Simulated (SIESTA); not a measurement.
Crystal: SnO.

```
Sn O
1.0
     3.81370    0.00000    0.00000
     0.00000    3.81370    0.00000
     0.00000    0.00000    4.88691
Sn O
2 2
Cartesian
  1.9068 0.0000 3.7367
  0.0000 1.9068 1.1503
  0.0000 0.0000 0.0000
  1.9068 1.9068 0.0000
```

The cell is a database's computed one.

Base run:

- Program: SIESTA 5.4.2
- Functional: vdW-DF-cx
- Potentials or basis: PseudoDojo 0.4 standard (PBE files)
- Basis: DZP (energy shift 0.003 Ry; two zetas on semicore shells)
- Grid cutoff: 800 Ry
- Energy shift: 0.003 Ry
- k mesh: 7 × 7 × 6
- Occupations: fermi-dirac, width 0.05 eV
- Spin: no spin polarisation

Its results: band gap on the k mesh 0.41 eV, indirect (least direct gap 1.95 eV); pressure 3.9 GPa; largest force 0.851 eV/Å.

After a change of settings the same cell gave: band gap on the k mesh 0.54 eV, indirect (least direct gap 2.15 eV); pressure 11.0 GPa; largest force 1.261 eV/Å. Which change was it?
A. functional from vdW-DF-cx to vdW-DF
B. functional from vdW-DF-cx to VV10
C. functional from vdW-DF-cx to vdW-DF2
D. functional from vdW-DF-cx to vdW-DF-C09

A.

Caveats: the potentials were made for another functional, which shifts forces and pressure; spin-orbit coupling is left out, which moves the levels of the heavy elements; an odd mesh through Γ misses points on the zone boundary, where band edges often lie; the basis of atomic orbitals isn't converged, which shifts pressures, moduli and gaps.

Runs at the PBE level aren't shown here.
